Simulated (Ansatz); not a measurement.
Wanted: the native input for an Ansatz 0.2.0 run.

```yaml
Task: single point
Functional: PBE
Potentials_or_basis: Ansatz PAW
Cutoff: "420 eV (not typed: the program's choice for these potentials)"
k_mesh: 7 × 7 × 7
Occupations: fermi-dirac, width 0.05 eV
Spin: collinear spin, program default start
Fixed_moment: 0 μB
```

Crystal: Si2Ni.

```
CELL_PARAMETERS angstrom
0.00000 2.70300 2.70300
2.70300 0.00000 2.70300
2.70300 2.70300 0.00000
ATOMIC_POSITIONS crystal
Ni 0.00000 0.00000 0.00000
Si 0.75000 0.75000 0.75000
Si 0.25000 0.25000 0.25000
```

These files were run (other wordings do the same):

input.yaml

```yaml
crystal:
  lattice:
    - [0.0, 2.703, 2.703]
    - [2.703, 0.0, 2.703]
    - [2.703, 2.703, 0.0]
  atoms:
    - { symbol: Ni, position: [0.0, 0.0, 0.0] }
    - { symbol: Si, position: [0.75, 0.75, 0.75] }
    - { symbol: Si, position: [0.25, 0.25, 0.25] }
hamiltonian:
  xc: pbe
  pseudopotentials: { kind: paw }
magnetization:
  spin_polarized: true
  initial_magnetization: 0.0
  spin_locking: { lock_magnetization: hard }
kpoints:
  mp_grid: { grid: [7, 7, 7] }
scf:
  occupations: { method: fermi_dirac, width: 0.05 }
  lower_state_search: "off"
output:
  forces: true
  stress: true
  eigenvalues: true
  write_density: true
  write_potential: true
  elf: true
  volumetric_format: npy
```

Potentials or basis: Ansatz PAW.

Command:

```sh
$ ansatz run input.yaml --threads 2 --pin off --max-ram 5632MiB --backend cpu --events-out ev --progress --plain --runs-dir out
```

Results of the run:

| Item | Value |
| --- | --- |
| Pressure | 3.1 GPa |
| Net moment | 0.00 μB per cell |
| Absolute moment | 0.00 μB per cell |

Caveat: the total moment is fixed, so each spin has its own Fermi level; the thresholds are loose for stress.

Run time: 1.2 s on 2 threads of Arm Neoverse V1 (shared host), peak memory 0.3 GiB.
